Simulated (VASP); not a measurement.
## GaN: Born charges and dielectric tensor with PBE

**Experimental background.**

From “Studying electronic properties in GaN without electrical contacts using γ-γ vs e−-γ Perturbed Angular Correlations”, 2019, pmc:6823545, for a bulk crystal of GaN: band gap 3.503 ± 0.005 eV (direct).

The system is GaN.

```
Ga N
1.0
     3.18000    0.00000    0.00000
    -1.59000    2.75396    0.00000
     0.00000    0.00000    5.16600
Ga N
2 2
Direct
  0.66667 0.33333 0.50000
  0.33333 0.66667 0.00000
  0.66667 0.33333 0.87500
  0.33333 0.66667 0.37500
```

| Quantity | Value |
| --- | --- |
| Program | VASP 6.6.1 |
| Task | Born charges and dielectric tensor |
| Functional | PBE |
| Potentials or basis | VASP PAW PBE potentials, release 64 (Ga_d, N) |
| Cutoff | 520 eV |
| k mesh | 10 × 10 × 5 |
| Occupations | fermi-dirac, width 0.05 eV |
| Spin | no spin polarisation |
| Further INCAR settings | ALGO = Normal; EDIFF = 1e-08; IBRION = 8 |

```json
{
  "Band gap on the k mesh": "1.97 eV, direct",
  "Electronic dielectric tensor (diagonal)": "5.73, 5.73, 5.89",
  "Born charges (mean of the diagonal)": "Ga +2.66; N -2.66 e",
  "Highest phonon frequency at Γ, LO-TO splitting left out": "699 cm⁻¹"
}
```

Levels at points of the mesh, in eV from the valence-band top:
```tsv
k point	band 14	band 15	band 16	band 17	band 18	band 19	band 20	band 21	band 22
(0.00, 0.00, 0.00)	-1.06	-1.06	-0.06	0.00	0.00	1.97	4.30	9.26	9.92
(0.50, 0.00, 0.00)	-5.29	-4.27	-2.78	-2.26	-0.99	5.08	5.61	6.08	8.67
```

Phonon frequencies in cm⁻¹ (negative: imaginary):
| q point | frequencies |
| --- | --- |
| (0.000, 0.000, 0.000) | 0 0 0 133 133 336 544 544 545 555 555 699 |

Electronic dielectric tensor:
```
5.73 0.00 0.00
0.00 5.73 0.00
0.00 0.00 5.89
```

Born effective charge tensors (e):
atom 1, Ga
```
2.62 0.00 0.00
0.00 2.62 0.00
0.00 0.00 2.75
```
atom 2, Ga
```
2.62 0.00 0.00
0.00 2.62 0.00
0.00 0.00 2.75
```
atom 3, N
```
-2.62  0.00  0.00
 0.00 -2.62  0.00
 0.00  0.00 -2.75
```
atom 4, N
```
-2.62  0.00  0.00
 0.00 -2.62  0.00
 0.00  0.00 -2.75
```

Wall time 17 min on 1 thread of AMD EPYC 9R45 96-Core Processor (Zen 5), on a shared host, peak memory 0.58 GiB.

A measured gap of GaN is 3.503 eV (direct; quoted in “Studying electronic properties in GaN without electrical contacts using γ-γ vs e−-γ Perturbed Angular Correlations”, 2019, pmc:6823545); the calculated 1.97 eV misses it by -1.53 eV. Spin-orbit coupling on Ga is left out. The value is that of PBE, without temperature or zero-point motion. Semilocal functionals fall short of measured gaps as a rule.
